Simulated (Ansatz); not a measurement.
**Zr: pressure up to the limit of the methods**

How does Zr (diamond type) answer strong compression? The runs shown use PAW. Its runs: cell relaxed at zero pressure (PAW); volume scaled by 1 (PAW); volume scaled by 0.92 (PAW and PAW (level accurate)); volume scaled by 0.84 (PAW and PAW (cutoff 600 eV)); volume scaled by 0.76 (PAW and PAW (cutoff 1000 eV)); volume scaled by 0.68 (PAW); volume scaled by 0.6 (PAW and PAW (cutoff 300 eV)); volume scaled by 0.52 (PAW); volume scaled by 0.45 (PAW and PAW (cutoff 1000 eV)).

Program: Ansatz 0.2.0. Level of theory: DFT PBE, with the methods named in each step. These are calculated values, not measurements.

## (1) Starting point

It takes space group Fd-3m (No. 227, cubic). Conventional cell: a = 6.162 Å, b = 6.162 Å, c = 6.162 Å, α = 90.00°, β = 90.00°, γ = 90.00°. Around Zr (site symmetry -43m) lie 4 Zr at 2.67 Å.

Coordinates:

```cif
data_structure
_symmetry_space_group_name_H-M 'Fd-3m:1'
_symmetry_Int_Tables_number 227
_cell_length_a 6.1624
_cell_length_b 6.1624
_cell_length_c 6.1624
_cell_angle_alpha 90.000
_cell_angle_beta 90.000
_cell_angle_gamma 90.000
_cell_volume 234.02
loop_
_atom_site_label
_atom_site_type_symbol
_atom_site_symmetry_multiplicity
_atom_site_Wyckoff_symbol
_atom_site_fract_x
_atom_site_fract_y
_atom_site_fract_z
_atom_site_occupancy
Zr1 Zr 8 b 0.00000 0.50000 0.00000 1
```

The file gives the conventional cell by its symmetry; the runs use the cell typed in the input.

Whether this phase is the stable one at these pressures isn't tested.

Atoms are numbered in the order of the input: Zr1, Zr2.

## (2) Cell relaxed at zero pressure, PAW

The input, input.yaml:

```yaml
crystal:
  lattice:
    - [0.0, 3.0812078526, 3.0812078526]
    - [3.0812078526, 0.0, 3.0812078526]
    - [3.0812078526, 3.0812078526, 0.0]
  atoms:
    - { symbol: Zr, position: [-0.125, -0.125, -0.125] }
    - { symbol: Zr, position: [0.125, 0.125, 0.125] }
kpoints:
  mp_grid: { grid: [11, 11, 11] }
scf:
  occupations: { method: fermi_dirac, width: 0.08 }
hamiltonian:
  xc: pbe
  pseudopotentials: { kind: paw }
output:
  forces: true
  stress: true
relax:
  f_tol: 0.005
  max_steps: 40
  cell: {}
```

Launch:

```bash
$ ansatz run input.yaml --threads 1 --pin off --max-ram 2048MiB --backend cpu --events-out ev --progress --plain --runs-dir out
```

The runs that follow: Volume scaled by 1, PAW; Volume scaled by 0.92, PAW; Volume scaled by 0.92, PAW (level accurate); Volume scaled by 0.84, PAW; Volume scaled by 0.84, PAW (cutoff 600 eV); Volume scaled by 0.76, PAW; Volume scaled by 0.76, PAW (cutoff 1000 eV); Volume scaled by 0.68, PAW; Volume scaled by 0.6, PAW; Volume scaled by 0.6, PAW (cutoff 300 eV); Volume scaled by 0.52, PAW; Volume scaled by 0.45, PAW; Volume scaled by 0.45, PAW (cutoff 1000 eV).

Before running it: what results should come out? Wanted: PAW pressure at 0.45 of the volume; fitted bulk modulus at zero pressure.

**Answer**, as computed:

```
                                           quantity      value
                 PAW pressure at 0.45 of the volume  167.1 GPa
PAW (cutoff 1000 eV) pressure at 0.45 of the volume  167.0 GPa
         fitted bulk modulus at zero pressure (PAW)   21.4 GPa
                            its pressure derivative       5.44
```

What this shows: By PAW the pressure climbs to 167 GPa at 0.45 of the first volume. A third-order Birch-Murnaghan curve fits the range only roughly (B₀ = 21.4 GPa, B′ = 5.44, misfit at most 1.13 GPa). A fit over so wide a range leans to the high pressures, so B₀ can be off by several per cent. No all-electron run checks these rows here, and frozen cores can fail under such compression. The ions are at rest, and the electrons smeared by 0.08 eV.
